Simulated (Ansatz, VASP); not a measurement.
# MgO in VASP and in Ansatz

```xyz
2
Lattice="0.2679 2.2772 2.2772 2.2772 0.2679 2.2772 2.2772 2.2772 0.2679" Properties=species:S:1:pos:R:3 pbc="T T T"
Mg    0.0000    0.0000    0.0000
O     2.4111    2.4111    2.4111
```

Alike in both runs: task single point; functional PBEsol; k mesh 10 × 10 × 10; occupations gaussian, width 0.05 eV; no spin polarisation.

|  | VASP | Ansatz |
| --- | --- | --- |
| version | VASP 6.6.1 | Ansatz 0.2.0 |
| potentials or method | VASP PAW PBE potentials, release 64 (Mg, O) | scalar-relativistic, plane waves, PAW |
| plane-wave cutoff (eV) | 520 | 420 |
| valence electrons in the cell | 8 | 16 |

```tsv
	VASP	Ansatz	Ansatz less VASP
gap on the k mesh at the Fermi level (eV)	2.94	2.95	+0.008
least direct gap on the mesh (eV)	2.94	2.95	+0.008
pressure (GPa)	-5.5	-4.9	+0.53
largest component of the traceless stress (GPa)	21.06	20.92	-0.133
```

The two sets of potentials don't hold the same shells in valence.

Caveats: the PAW data sets were made with another functional, which shifts forces and pressure a little (VASP). PBEsol gaps usually lie below the measured ones, often by a third to a half.
